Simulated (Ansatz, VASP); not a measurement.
# Ta (Ta wire along [100], 21 atoms a period): VASP beside Ansatz

One calculation is typed for both programs; each brings its own data sets. How far apart do they land? The structure shown is the start of the Ansatz relaxation below; VASP solves that cell, so the two are compared at the walk's first step.

Program: Ansatz 0.2.0. Level of theory: plane waves, with VASP 6.6.1 beside it; single point at PBE. Results are calculated unless marked as measured.

**1. Starting point**

The cell holds 21 atoms: 21 Ta. Its edges and angles: a = 16.760 Å, b = 16.760 Å, c = 3.320 Å, α = 90.0°, β = 90.0°, γ = 90.0°. Vacuum lies along a and b. The structure's axis is c.

**2. Ansatz: relaxation, PBE**

Ansatz runs on its PAW soft_1 files.

The two programs are compared at the cell with which this relaxation starts, whose forces are those of its first step.

The input, input.yaml:

```yaml
crystal:
  lattice:
    - [16.76, 0.0, 0.0]
    - [0.0, 16.76, 0.0]
    - [0.0, 0.0, 3.32]
  atoms:
    - { symbol: Ta, position: [0.301909308, 0.301909308, 0.0] }
    - { symbol: Ta, position: [0.301909308, 0.5, 0.0] }
    - { symbol: Ta, position: [0.301909308, 0.698090692, 0.0] }
    - { symbol: Ta, position: [0.5, 0.301909308, 0.0] }
    - { symbol: Ta, position: [0.5, 0.5, 0.0] }
    - { symbol: Ta, position: [0.5, 0.698090692, 0.0] }
    - { symbol: Ta, position: [0.698090692, 0.301909308, 0.0] }
    - { symbol: Ta, position: [0.698090692, 0.5, 0.0] }
    - { symbol: Ta, position: [0.698090692, 0.698090692, 0.0] }
    - { symbol: Ta, position: [0.202863962, 0.400954654, 0.5] }
    - { symbol: Ta, position: [0.202863962, 0.599045346, 0.5] }
    - { symbol: Ta, position: [0.400954654, 0.202863962, 0.5] }
    - { symbol: Ta, position: [0.400954654, 0.400954654, 0.5] }
    - { symbol: Ta, position: [0.400954654, 0.599045346, 0.5] }
    - { symbol: Ta, position: [0.400954654, 0.797136038, 0.5] }
    - { symbol: Ta, position: [0.599045346, 0.202863962, 0.5] }
    - { symbol: Ta, position: [0.599045346, 0.400954654, 0.5] }
    - { symbol: Ta, position: [0.599045346, 0.599045346, 0.5] }
    - { symbol: Ta, position: [0.599045346, 0.797136038, 0.5] }
    - { symbol: Ta, position: [0.797136038, 0.400954654, 0.5] }
    - { symbol: Ta, position: [0.797136038, 0.599045346, 0.5] }
kpoints:
  mp_grid: { grid: [1, 1, 25] }
scf:
  occupations: { method: fermi_dirac, width: 0.05 }
hamiltonian:
  xc: pbe
  pseudopotentials: { kind: paw, azcp: { folder: soft_1 } }
relax:
  cell: { fix: [a, b, alpha, beta, gamma] }
  max_steps: 45
  f_tol: 0.03
```

Launch:

```console
> ansatz run input.yaml --threads 4 --pin off --max-ram 16384MiB --backend cpu --events-out ev --progress --plain --runs-dir out
```

Numbers of over 12 decimals in the logs are rounded to 6 here.

The program printed:

```text
Engine: ansatz 0.2.0, x86_64-unknown-linux-gnu
Pseudopotentials: kind: paw
Pseudopotential: Ta, paw, valence charge 13, recommended cutoff 420 eV (normal), soft_1/Ta.paw.azcp
Functional definition: PBE
  parameter kappa = 0.804
  parameter beta = 0.066725
  exchange = pbe_x(kappa = kappa, mu = beta*pi^2/3)
  correlation = pbe_c(beta = beta)
Crystal: 21 atoms, lattice volume = 932.580 Å³
Basis set: ecut = 420 eV, 18311 PW (Γ), exchange–correlation on 240×240×48 points (8 copies of the dense FFT grid, shifted against one another)
Bands: 164, of which v1, the nominal top of the filled ones, is band 137 counted from 1 (136 counted from 0)
Symmetry: 16 space group operations
Space group: P4/mmm (ITA 123), of the structure as read, at distance tolerance 9.8e-5 Å
k-points: 13 of 25
Non-local potential: Ta, projectors of the file, l = 0: 3, l = 1: 2, l = 2: 2, l = 3: 1
PAW form: soft (Blöchl's): semilocal exchange-correlation on the pseudo side does not see the compensation charge
PAW one-centre angular grid: Ta, 590 points (default); XC on 64 Gauss nodes
Initial density: superposition of atomic densities (neutral atoms: chi_scale 0, normalization atom)
Initial wavefunctions: pseudopotential atomic-orbital guess
Functional: x = pbe(κ = 0.804, μ = 0.219515), c = pbe(β = 0.066725)
SCF iter   1: F=—  HF=-208600.659731 eV  |F-HF|=—  |Δ(HF+E_count)|=         —  Δρ=5.06e-2  dr2=3.30e2  ethr=3.10e-3  ⟨swp⟩=10.8  Hψ=10163  notcnv=0  defer=20
preconditioner: auto → LDOS  [metal: Δε(μ)=0.027 eV  Ē_g=4.160 eV  σ=0.050 eV  W_gap=0.13  n_scr=166 (ndim 8)  ℏωp=12.5 eV  f_vac=0.432  D(μ)=17.60/eV (n_scr^D=68)  β→1.0]
SCF iter   2: F=—  HF=-208617.038149 eV  |F-HF|=—  |Δ(HF+E_count)|=    1.64e1  Δρ=8.27e-2  dr2=1.21e3  ethr=3.10e-3  ⟨swp⟩=7.3  Hψ=9173  notcnv=0  defer=109  recentre
SCF iter   3: F=—  HF=-208580.789816 eV  |F-HF|=—  |Δ(HF+E_count)|=    3.62e1  Δρ=2.45e-2  dr2=9.28e1  ethr=3.10e-3  ⟨swp⟩=7.4  Hψ=9291  notcnv=0  defer=40
SCF iter   4: F=—  HF=-208575.925487 eV  |F-HF|=—  |Δ(HF+E_count)|=    4.86e0  Δρ=5.28e-3  dr2=9.22e-1  ethr=3.10e-3  ⟨swp⟩=4.6  Hψ=3708  notcnv=0  defer=72
SCF iter   5: F=—  HF=-208575.857380 eV  |F-HF|=—  |Δ(HF+E_count)|=   6.81e-2  Δρ=2.12e-3  dr2=1.01e-1  ethr=3.38e-4  ⟨swp⟩=3.7  Hψ=3375  notcnv=0  defer=73
SCF iter   6: F=—  HF=-208575.862823 eV  |F-HF|=—  |Δ(HF+E_count)|=   5.44e-3  Δρ=8.60e-4  dr2=4.15e-2  ethr=3.68e-5  ⟨swp⟩=2.3  Hψ=3017  notcnv=0  defer=73
SCF iter   7: F=—  HF=-208575.861799 eV  |F-HF|=—  |Δ(HF+E_count)|=   1.02e-3  Δρ=3.16e-4  dr2=2.83e-3  ethr=1.52e-5  ⟨swp⟩=2.0  Hψ=2717  notcnv=0  defer=73
SCF iter   8: F=—  HF=-208575.862336 eV  |F-HF|=—  |Δ(HF+E_count)|=   5.37e-4  Δρ=1.20e-4  dr2=6.04e-4  ethr=1.04e-6  ⟨swp⟩=2.0  Hψ=2755  notcnv=0  defer=73
SCF iter   9: F=—  HF=-208575.862403 eV  |F-HF|=—  |Δ(HF+E_count)|=   6.75e-5  Δρ=6.10e-5  dr2=5.01e-4  ethr=2.21e-7  ⟨swp⟩=2.3  Hψ=2811  notcnv=0  defer=73
SCF iter  10: F=—  HF=-208575.862403 eV  |F-HF|=—  |Δ(HF+E_count)|=   1.27e-7  Δρ=2.61e-5  dr2=9.91e-5  ethr=1.83e-7  ⟨swp⟩=1.2  Hψ=2088  notcnv=0  defer=73
SCF iter  11: F=—  HF=-208575.862368 eV  |F-HF|=—  |Δ(HF+E_count)|=   3.49e-5  Δρ=6.08e-6  dr2=1.68e-6  ethr=3.63e-8  ⟨swp⟩=2.1  Hψ=2792  notcnv=0  defer=73
SCF iter  12: F=—  HF=-208575.862369 eV  |F-HF|=—  |Δ(HF+E_count)|=   8.59e-8  Δρ=2.35e-6  dr2=1.42e-7  ethr=6.15e-10  ⟨swp⟩=2.8  Hψ=2846  notcnv=0  defer=73
SCF iter  13: F=-208575.862369 eV  HF=-208575.862369 eV  |F-HF|=1.13e-8  |Δ(HF+E_count)|=   5.17e-8  Δρ=9.80e-7  dr2=2.47e-8  ethr=3.66e-11  ⟨swp⟩=5.4  Hψ=6996  notcnv=0
SCF 1 converged in 13 iterations: F = -208575.862369 eV  dr2 = 2.47e-8
  greatest PAW one-centre occupation: 0.999 electrons in one spin orbital (limit 2), on the Ta atom at site 7 (counted from 0), in its partial waves of l = 0
relax step   1: F+E_penalty+E_count = -208575.86236862 eV  Δ(F+E_penalty+E_count) = +0.000e0 eV  max|allowed force component| = 1.555e0 eV/Å  Δτ_max = 0.0000 Å  P = -5.438 GPa  Ω = 932.580 Å³  fix = [a, b, alpha, beta, gamma]  reactions: a -4.845, b -4.845 GPa  (13 SCF iters, dr2 threshold 1.00e-7 eV, accepted)
[...]
relax step   4: F+E_penalty+E_count = -208577.68580417 eV  Δ(F+E_penalty+E_count) = -1.541e-2 eV  max|allowed force component| = 3.397e-2 eV/Å  Δτ_max = 0.0260 Å  P = -0.049 GPa  Ω = 900.810 Å³  energy of the carried Pulay correction = +2.808e-3 eV  fix = [a, b, alpha, beta, gamma]  reactions: a -0.053, b -0.053 GPa  (6 SCF iters, dr2 threshold 2.10e-6 eV, accepted)
[...]
relax step   5: F+E_penalty+E_count = -208577.68826294 eV  Δ(F+E_penalty+E_count) = -2.459e-3 eV  max|allowed force component| = 2.052e-2 eV/Å  Δτ_max = 0.0099 Å  P = -0.061 GPa  Ω = 899.726 Å³  energy of the carried Pulay correction = +2.906e-3 eV  fix = [a, b, alpha, beta, gamma]  reactions: a -0.091, b -0.091 GPa  (7 SCF iters, dr2 threshold 7.21e-8 eV, accepted)
[...]
relax step   6: F+E_penalty+E_count = -208577.68545254 eV  Δ(F+E_penalty+E_count) = +2.810e-3 eV  max|allowed force component| = 2.047e-2 eV/Å  Δτ_max = 0.0000 Å  P = -0.061 GPa  Ω = 899.726 Å³  fix = [a, b, alpha, beta, gamma]  reactions: a -0.090, b -0.090 GPa  stress off target by 3.51e-3 GPa on what of the cell is left free  SCF on the basis re-selected at this cell (its energy is not comparable with the rows above)  (6 SCF iters)
basis re-selected at this cell: Δ(F+E_penalty+E_count) = +2.810e-3 eV, ΔP = -0.000 GPa vs the last step (what re-selecting the basis moved, of the pressure what is left beyond the Pulay correction that the steps carried, after the strain that the cell walked since its last selection, with what the two solves' SCF thresholds leave and, on support functions, any second-order correction that the steps lacked; it is no m [...]
SCF converged after 6 iterations
Free energy (F): -208577.685453 eV
Harris-Foulkes:  -208577.685453 eV  (|F-HF|=1.46e-10)
Internal energy: -208577.432614 eV  (E = F + TS)
E sigma→0 (E₀):  -208577.559033 eV
Entropy (-TS):   -0.252838 eV (-12.040 meV/atom)
Fermi energy:    5.684715 eV
--- Per-component energies (eV) ---
  E_band       = -5764.953538
  E_kinetic    = 8250.442614
  E_local      = -128797.423384  (includes V_loc(G=0)·N_el)
  E_nonlocal   = -229.189767
  E_hartree    = 61026.547961
  E_xc         = -6727.391375
  E_vxc        = -4880.636466  (∫ρ·V_xc dr)
  E_paw        = -174395.595242  (= ΣΔE_a)
  E_vpaw       = -2161.243834  (= ΣTr[D̂ρ^β])
  E_aug_tail   = 0.001974  (compensation charges beyond the density's cutoff)
  E_ewald      = 32295.174605
  E_smearing   = -0.252838  (= −TS)
  E_closure    = -0.000000  (closes the sum)
  Σ components = -208577.685453   (vs F -208577.685453, Δ=0.00e0)
--- Forces (eV/Å), atoms counted from 1 ---
  atom   1  Ta    -0.00936238    -0.00936238     0.00000000
  atom   2  Ta     0.00208481     0.00000000    -0.00000000
  atom   3  Ta    -0.00936238     0.00936238    -0.00000000
  atom   4  Ta    -0.00000000     0.00208481     0.00000000
  atom   5  Ta    -0.00000000    -0.00000000    -0.00000000
  atom   6  Ta     0.00000000    -0.00208481    -0.00000000
  atom   7  Ta     0.00936238    -0.00936238     0.00000000
  atom   8  Ta    -0.00208481     0.00000000     0.00000000
  atom   9  Ta     0.00936238     0.00936238    -0.00000000
  atom  10  Ta     0.00010141     0.02047407     0.00000000
  atom  11  Ta     0.00010141    -0.02047407     0.00000000
  atom  12  Ta     0.02047407     0.00010141     0.00000000
  atom  13  Ta     0.00202556     0.00202556    -0.00000000
  atom  14  Ta     0.00202556    -0.00202556     0.00000000
  atom  15  Ta     0.02047407    -0.00010141     0.00000000
  atom  16  Ta    -0.02047407     0.00010141    -0.00000000
  atom  17  Ta    -0.00202556     0.00202556    -0.00000000
  atom  18  Ta    -0.00202556    -0.00202556     0.00000000
  atom  19  Ta    -0.02047407    -0.00010141    -0.00000000
  atom  20  Ta    -0.00010141     0.02047407    -0.00000000
  atom  21  Ta    -0.00010141    -0.02047407     0.00000000
  max |Σ_I F_I| component: 8.81e-19 eV/Å
--- Stress (GPa, compression-positive) ---
       -0.090234       0.000000      -0.000000
        0.000000      -0.090234      -0.000000
       -0.000000      -0.000000      -0.003509
  P = ⅓ Tr σ = -0.0613 GPa (-0.613 kbar)
--- Relaxed structure (5 steps of the walk, 5 accepted, 1 SCFs on fresh bases) ---
  F+E_penalty+E_count = -208577.68545254 eV   max|allowed force component| = 2.047e-2 eV/Å   (the final SCF, on the basis selected at the relaxed cell)
  cell:  # Å, volume = 899.7260 Å³
    - [16.76, 0.0, 0.0]
    - [0.0, 16.76, 0.0]
    - [0.0, 0.0, 3.203039]
  atoms:
    - { symbol: Ta, position: [0.301591, 0.301591, 0.0] }
    - { symbol: Ta, position: [0.303323, 0.5, 0.0] }
    - { symbol: Ta, position: [0.301591, 0.698409, 0.0] }
    - { symbol: Ta, position: [0.5, 0.303323, 0.0] }
    - { symbol: Ta, position: [0.5, 0.5, 0.0] }
    - { symbol: Ta, position: [0.5, 0.696677, 0.0] }
    - { symbol: Ta, position: [0.698409, 0.301591, 0.0] }
    - { symbol: Ta, position: [0.696677, 0.5, 0.0] }
    - { symbol: Ta, position: [0.698409, 0.698409, 0.0] }
    - { symbol: Ta, position: [0.211628, 0.404626, 0.500000] }
    - { symbol: Ta, position: [0.211628, 0.595374, 0.500000] }
    - { symbol: Ta, position: [0.404626, 0.211628, 0.500000] }
    - { symbol: Ta, position: [0.399458, 0.399458, 0.500000] }
    - { symbol: Ta, position: [0.399458, 0.600542, 0.500000] }
    - { symbol: Ta, position: [0.404626, 0.788372, 0.500000] }
    - { symbol: Ta, position: [0.595374, 0.211628, 0.500000] }
    - { symbol: Ta, position: [0.600542, 0.399458, 0.500000] }
    - { symbol: Ta, position: [0.600542, 0.600542, 0.500000] }
    - { symbol: Ta, position: [0.595374, 0.788372, 0.500000] }
    - { symbol: Ta, position: [0.788372, 0.404626, 0.500000] }
    - { symbol: Ta, position: [0.788372, 0.595374, 0.500000] }
```

In the SCF lines HF is the Harris–Foulkes energy and dr2 the Hartree energy of the density residual, in eV; the loop may stop once dr2 is under the threshold and the program's other checks hold. Hψ counts applications of the Hamiltonian.

(Part 1 of 2 ends here.)

[Lines on the potential files, build, host, timing and source positions are cut from VASP's logs without a mark.]

[Logs are printed without paths, hosts, clocks, repeated set-up lines and the standing remarks that a program may print on its own settings, such as how far it seeks lower states.]

[Hosts, paths, dates, database ids (printed as entryN), source tags and the programs' standing remarks are cut or masked in the printed files.]
